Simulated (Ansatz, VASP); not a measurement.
## One calculation of Sn, two programs

File INCAR:

```
SYSTEM = Sn
  PREC = Accurate
  ENCUT = 520
  EDIFF = 1E-6
  ISMEAR = 0
  SIGMA = 0.1
  LREAL = .False.
  LASPH = .True.
  NELM = 100
  ALGO = Normal
  ISIF = 2
  LWAVE = .False.
  LCHARG = .True.
  GGA = PE
  LELF = .True.
  LVHAR = .True.
  NBANDS = 13
```

File KPOINTS:

```
regular mesh
0
Gamma
  16 16 16
  0 0 0
```

File POSCAR:

```
Sn
1.0
   -1.9027798755      1.9027798755      1.9027798755
    1.9027798755     -1.9027798755      1.9027798755
    1.9027798755      1.9027798755     -1.9027798755
Sn
1
Direct
    0.0000000000      0.0000000000      0.0000000000
```

Input for Ansatz:

```yaml
crystal:
  lattice:
    - [-1.9027798755, 1.9027798755, 1.9027798755]
    - [1.9027798755, -1.9027798755, 1.9027798755]
    - [1.9027798755, 1.9027798755, -1.9027798755]
  atoms:
    - { symbol: Sn, position: [0.0, 0.0, 0.0] }
basis:
  ecutwfc: 420
kpoints:
  mp_grid: { grid: [16, 16, 16] }
hamiltonian:
  xc: pbe
scf:
  occupations: { method: gaussian, width: 0.1 }
output:
  forces: true
  stress: true
  eigenvalues: true
  populations: true
```

Alike in both runs: task single point; functional PBE; k mesh 16 × 16 × 16; occupations gaussian, width 0.1 eV; no spin polarisation.

|  | VASP | Ansatz |
| --- | --- | --- |
| version | VASP 6.6.1 | Ansatz 0.2.0 |
| potentials or method | VASP PAW PBE potentials, release 64 (Sn_d) | scalar-relativistic, plane waves, PAW |
| plane-wave cutoff (eV) | 520 | 420 |
| valence electrons in the cell | 14 | 14 |

```csv
,VASP,Ansatz,Ansatz less VASP
gap on the k mesh at the Fermi level (eV),none,none,-
pressure (GPa),0.3,0.4,+0.06
```

A gap of «none» marks a metal or a gap that the smearing closes. With one functional, cell and mesh, what is left measures potentials, basis and numerics.
